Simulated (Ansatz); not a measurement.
## BP (F-43m): elasticity against pressure

```xyz
2
Lattice="0.0000 2.2601 2.2601 2.2601 0.0000 2.2601 2.2601 2.2601 0.0000" Properties=species:S:1:pos:R:3 pbc="T T T"
B     0.0000    0.0000    0.0000
P     3.3901    3.3901    3.3901
```

This is the zero-pressure cell. At each pressure cell and atoms are relaxed in this structure, and the constants are slopes of the stress at strains of ±0.005 with relaxed ions (the coefficients that govern stability under load). Level: PBEsol, PAW on Ansatz 0.2.0's default frozen-core files (fitted under PBE), scalar-relativistic; k mesh 8×8×8, strains of ±0.005, fixed occupations, cutoff 420 eV. P is the pressure of the relaxed cell, less that of this one.

```
P (GPa)    V/V₀  C11 (GPa)  C12 (GPa)  C44 (GPa)
   0.00  1.0000      346.2       81.3      187.5
   0.98  0.9943      350.7       84.6      189.5
   1.98  0.9886      355.2       88.0      191.3
   3.95  0.9779      363.8       94.4      194.8
   6.93  0.9626      377.0      104.4      200.2
   9.98       ?          ?          ?          ?
  14.98  0.9263      410.0      130.4      212.3
```

Q: Does the bulk modulus from the constants agree with the pressure-volume curve?

A: A third-order Birch-Murnaghan fit to the volumes shown (F against f, f = [(V₀/V)^(2/3) − 1]/2) gives B₀ = 169.7 GPa and B′ = 3.7. Its −V dP/dV stands beside (C11 + 2C12)/3:

```
P (GPa)  from P(V)  from the constants
   0.00      169.7               169.6
   0.98      173.3               173.3
   1.98      177.0               177.0
   3.95      184.3               184.2
   6.93      195.1               195.3
  14.98      223.7               223.6
```

Q: What are the pressure derivatives at zero pressure?

A: Slopes at V₀ of quadratic fits in −ln(V/V₀) through the first four rows shown, divided by B₀: dC11/dP = 4.6, dC12/dP = 3.4, dC44/dP = 2.0. The mean slopes up to 2.0 GPa are 4.5, 3.4, 1.9; curvature and scatter of the constants part the two. The combination (dC11/dP + 2 dC12/dP)/3 = 3.8 stands against B′.

Q: Fill the row at 9.98 GPa.

A: Cubic fits in −ln(V/V₀) through all rows shown give C11 = 390.0, C12 = 114.3, C44 = 205.2 GPa. Computed: V/V₀ = 0.9481, C11 (GPa) = 389.8, C12 (GPa) = 114.3, C44 (GPa) = 205.0.

Q: Does a shear stiffness soften?

A: C44 goes from 187.5 to 212.3 GPa; (C11 − C12)/2 goes from 132.5 to 139.8 GPa. Neither ends more than 3 % under its start, and the lattice stays mechanically stable over this range.

Known limits: no other phase was computed; many crystals of this kind change structure within this range, and rows or crossings beyond such a change describe a metastable lattice; frozen-core PAW files fitted under PBE, their cores solved anew for the functional of the run; constants at zero field, no piezoelectric stiffening; phonons weren't checked at these pressures.
